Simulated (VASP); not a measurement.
Here is a VASP 6.6.1 calculation.

Contents of INCAR:

```
PREC = Accurate ; ENCUT = 520
EDIFF = 1E-7 ; ISMEAR = 0
SIGMA = 0.02 ; LREAL = False
LASPH = True ; NELM = 60
ALGO = Fast ; ISIF = 2
LWAVE = False ; LCHARG = False
GGA = PE ; NBANDS = 33
```

The input KPOINTS:

```
regular mesh
0
Gamma
  10 10 10
```

The input POSCAR:

```
TiO2
1.0
   -1.8996082674      1.8996082674      4.8485069703
    1.8996082674     -1.8996082674      4.8485069703
    1.8996082674      1.8996082674     -4.8485069703
Ti O
2 4
Direct
    0.0000000000      0.0000000000      0.0000000000
    0.7500000000      0.2500000000      0.5000000000
    0.2064947456      0.2064947456      0.0000000000
    0.9564947456      0.4564947456      0.5000000000
    0.5435052544      0.0435052544      0.5000000000
    0.7935052544      0.7935052544      0.0000000000
```

Potentials or basis: VASP PAW PBE potentials, release 64 (Ti_sv, O).

Command:

```bash
$ cat potpaw_PBE.64/Ti_sv/POTCAR potpaw_PBE.64/O/POTCAR > POTCAR
$ mpirun -np 1 vasp_std > vasp.out
```

What does it give for the largest force?

0.019 eV/Å.

What does it give for the pressure?

0.7 GPa.

Forces on the atoms (eV/Å):
```
Ti   0.000  0.000  0.000
Ti   0.000  0.000  0.000
O    0.000  0.000  0.019
O    0.000  0.000  0.019
O    0.000  0.000 -0.019
O    0.000  0.000 -0.019
```
